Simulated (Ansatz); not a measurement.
# What a change of settings does: Ge (diamond type)

First run: DFT, PBE, PAW with Ansatz's default frozen-core files, scalar-relativistic (Ansatz 0.2.0).

Command: `ansatz run input.yaml --threads 1 --pin off --max-ram 2048MiB --backend cpu --events-out ev --progress --plain --runs-dir out` It took 5 s on 1 thread of Arm Neoverse V1, with other jobs on the host, peak memory 0.34 GiB.

```yaml
crystal:
  lattice:
    - [0.0, 2.8744485395, 2.8744485395]
    - [2.8744485395, 0.0, 2.8744485395]
    - [2.8744485395, 2.8744485395, 0.0]
  atoms:
    - { symbol: Ge, position: [-0.1925, -0.1025, -0.1025] }
    - { symbol: Ge, position: [0.1925, 0.1025, 0.1025] }
kpoints:
  mp_grid: { grid: [9, 9, 9] }
scf:
  occupations: { method: fermi_dirac, width: 0.05 }
hamiltonian:
  xc: pbe
  pseudopotentials: { kind: paw }
output:
  forces: true
  stress: true
  eigenvalues: true
  populations: true
```

The cell is held at a set volume and isn't relaxed, so it needn't be at zero pressure.

This run: one bond, the shortest of the undistorted cell, set to 2.041 Å.

It converges in 7 SCF iterations at a pressure of 10.01 GPa, largest force 8.119 eV/Å, cutoff 420 eV.

The input is then changed:

```diff
+  symmetry: { detect: false }
 kpoints:
```

**Question.** Predict the outcome of the changed run.

**Answer.** It converges in 7 SCF iterations at a pressure of 10.01 GPa, largest force 8.119 eV/Å, cutoff 420 eV. Results part of its log:
```
SCF 1 converged in 7 iterations: F = -8588.454586 eV  dr2 = 1.37e-8
  greatest PAW one-centre occupation: 0.998 electrons in one spin orbital (limit 2), on the Ge atom at site 1 (counted from 0), in its partial waves of l = 2
SCF converged after 7 iterations
Free energy (F): -8588.454586 eV
Harris-Foulkes:  -8588.454586 eV  (|F-HF|=3.83e-9)
Internal energy: -8588.450286 eV  (E = F + TS)
E sigma→0 (E₀):  -8588.452436 eV
Entropy (-TS):   -0.004300 eV (-2.150 meV/atom)
Fermi energy:    7.896035 eV
--- Per-component energies (eV) ---
  E_band       = -320.971749
  E_kinetic    = 223.331391
  E_local      = -5079.667542  (includes V_loc(G=0)·N_el)
  E_nonlocal   = 836.153435
  E_hartree    = 2225.455774
  E_xc         = -151.419896
  E_vxc        = -129.455085  (∫ρ·V_xc dr)
  E_paw        = -4037.744160  (= ΣΔE_a)
  E_vpaw       = -622.245295  (= ΣTr[D̂ρ^β])
  E_aug_tail   = 0.000658  (compensation charges beyond the density's cutoff)
  E_ewald      = -2604.559946
  E_smearing   = -0.004300  (= −TS)
  E_closure    = 0.000000  (closes the sum)
  Σ components = -8588.454586   (vs F -8588.454586, Δ=0.00e0)
--- Forces (eV/Å), atoms counted from 1 ---
  atom   1  Ge    -4.68722328     4.68722330     4.68722328
  atom   2  Ge     4.68722325    -4.68722326    -4.68722330
  max |Σ_I F_I| component: 3.39e-8 eV/Å
--- Stress (GPa, compression-positive) ---
       10.014973     -14.175320     -14.175320
      -14.175320      10.014973      14.175319
      -14.175320      14.175319      10.014973
  P = ⅓ Tr σ = 10.0150 GPa (100.150 kbar)
--- Band table (eV; the first three rows and the last of 365) ---
  k-point 0: bands = ["-17.4848", "-17.1543", "-17.1543", "-16.9998", "-16.9998", "-16.8860", "-16.8860", "-16.8003", "-16.8003", "-16.6676", "-4.7903", "5.9858", "7.4697", "9.1941", "9.1941", "9.2139", "9.2139", "12.4038"]
  k-point 1: bands = ["-17.4866", "-17.1589", "-17.1532", "-17.0009", "-16.9934", "-16.8906", "-16.8836", "-16.8020", "-16.7975", "-16.6644", "-4.6644", "5.4208", "6.8167", "8.4036", "8.6748", "9.6792", "10.7824", "12.6956"]
  k-point 2: bands = ["-17.4909", "-17.1698", "-17.1504", "-17.0040", "-16.9781", "-16.9016", "-16.8770", "-16.8069", "-16.7906", "-16.6571", "-4.3048", "3.9049", "6.2194", "7.9478", "8.2515", "9.8734", "12.4103", "13.4582"]
  k-point 364: bands = ["-17.5267", "-17.2101", "-17.2090", "-16.9689", "-16.9665", "-16.9072", "-16.9053", "-16.7464", "-16.7431", "-16.6160", "-1.9273", "-1.2569", "5.7689", "6.4589", "9.8460", "11.9741", "12.5402", "15.3347"]
--- Löwdin populations: 2 sites ---
  site symbol       q [e]
     0     Ge     13.9731
     1     Ge     13.9731
  spilling = 0.001919 (of n_electrons = 28.000000)
```
